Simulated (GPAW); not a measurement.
Set up this calculation in GPAW 26.7.0, as an ASE script.

```yaml
Task: relaxation of cell and atoms
Functional: BLYP
Dispersion: D4
Potentials_or_basis: PAW data sets generated in the run's folder for this functional
Cutoff: 800 eV
Basis: pw
k_mesh: 10 × 10 × 10
Occupations: fermi-dirac, width 0.05 eV
Spin: no spin polarisation
Eigensolver: davidson
Maxiter: 150
Optimizer: BFGS
Fmax: 0.02 eV/Å
Max_steps: 60
Convergence: density=1e-05 forces=0.0001
```

The structure of BAs lies in POSCAR:

```
BAs
1.0
    0.0000000000      2.3885000000      2.3885000000
    2.3885000000      0.0000000000      2.3885000000
    2.3885000000      2.3885000000      0.0000000000
As B
1 1
Direct
    0.7500000000      0.7500000000      0.7500000000
    0.0000000000      0.0000000000      0.0000000000
```

These files were run (other wordings do the same):

run.py

```python
from ase.calculators.mixing import SumCalculator
from ase.filters import FrechetCellFilter
from ase.io import read, write
from ase.optimize import BFGS
from dftd4.ase import DFTD4
from gpaw import GPAW, PW, setup_paths

setup_paths.insert(0, '.')

atoms = read('POSCAR')

calc = GPAW(mode=PW(800),
            xc='BLYP',
            kpts={'size': (10, 10, 10), 'gamma': True},
            occupations={'name': 'fermi-dirac', 'width': 0.05},
            nbands=11,
            convergence={'density': 1e-05, 'forces': 0.0001},
            eigensolver='davidson',
            maxiter=150,
            txt='gpaw.txt')
atoms.calc = SumCalculator([calc, DFTD4(method='blyp')])
opt = BFGS(FrechetCellFilter(atoms), trajectory='relax.traj', logfile='-')
done = opt.run(fmax=0.02, steps=60)
calc.write('gs.gpw')
write('result.traj', atoms)
print('Converged:', done)
print('Cell:', atoms.cell.cellpar().round(4))
print('Volume:', round(atoms.get_volume(), 4))
print(atoms.get_scaled_positions().round(5))
```

Potentials or basis: PAW data sets generated in the run's folder for this functional, pw.

The run is started by

```console
$ gpaw-setup -f BLYP As B
$ OMP_NUM_THREADS=1 python run.py
```

It gave:

```yaml
Relaxed_volume: 13.55 Å³/atom
Relaxed_cell: a = 3.372 Å, b = 3.372 Å, c = 3.372 Å, α = 60.00°, β = 60.00°, γ = 60.00°
Space_group_after_relaxing_to_0.05_Å: F-43m (No. 216)
Energy_gained_by_relaxing: 0.1 meV/atom
Ionic_steps: 3
Pressure_after_relaxing: 0.0 GPa
Band_gap_on_the_k_mesh: 1.41 eV, indirect (least direct gap 3.39 eV)
Dispersion_energy_per_atom: -0.731 eV
```

Caveat: later steps reuse the first step's grids.

Wall time 38 s on 1 thread of Intel(R) Xeon(R) 6975P-C (Granite Rapids), on a shared host, peak memory 0.28 GiB.
